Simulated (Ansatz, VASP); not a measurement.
## Al: VASP beside Ansatz

INCAR

```
SYSTEM = Al
  PREC = Accurate
  ENCUT = 520
  EDIFF = 1E-7
  ISMEAR = 0
  SIGMA = 0.15
  LREAL = .False.
  LASPH = .True.
  NELM = 100
  ALGO = Fast
  ISIF = 2
  LWAVE = .False.
  LCHARG = .False.
  GGA = PS
  IVDW = 12
  NBANDS = 8
```

KPOINTS

```
regular mesh
0
Gamma
  26 26 26
  0 0 0
```

File POSCAR:

```
Al
1.0
    0.0000000000      1.9812776140      2.0803414947
    1.9812776140      0.0000000000      2.0803414947
    1.9812776140      1.9812776140      0.0000000000
Al
1
Direct
    0.0000000000      0.0000000000      0.0000000000
```

Input for Ansatz:

```yaml
crystal:
  lattice:
    - [0.0, 1.981277614, 2.0803414947]
    - [1.981277614, 0.0, 2.0803414947]
    - [1.981277614, 1.981277614, 0.0]
  atoms:
    - { symbol: Al, position: [0.0, 0.0, 0.0] }
basis:
  ecutwfc: 420
kpoints:
  mp_grid: { grid: [26, 26, 26] }
hamiltonian:
  xc: pbesol
  dispersion: d3bj
scf:
  occupations: { method: gaussian, width: 0.15 }
output:
  forces: true
  stress: true
  eigenvalues: true
```

Change from the starting cell: strain +0.0500 x Voigt [0, 0, 1, 0, 0, 0], atoms carried along.

Alike in both runs: task single point; functional PBEsol; dispersion D3(BJ); k mesh 26 × 26 × 26; occupations gaussian, width 0.15 eV; no spin polarisation.

```csv
,VASP,Ansatz
version,VASP 6.6.1,Ansatz 0.2.0
potentials or method,"VASP PAW PBE potentials, release 64 (Al)","scalar-relativistic, plane waves, PAW"
plane-wave cutoff (eV),520,420
valence electrons in the cell,3,3
```

VASP gave:

| Property | Result |
| --- | --- |
| gap on the k mesh at the Fermi level (eV) | none |
| pressure (GPa) | -3.7 |
| largest component of the traceless stress (GPa) | 2.08 |

Question: Which values does Ansatz return?

Answer: gap on the k mesh at the Fermi level (eV): none; pressure (GPa): -3.8; largest component of the traceless stress (GPa): 2.07.

A gap of «none» marks a metal or a gap that the smearing closes.

Caveats: the PAW data sets were made with another functional, which shifts forces and pressure a little (VASP); pairwise dispersion overbinds metals, which lowers pressure and volume.
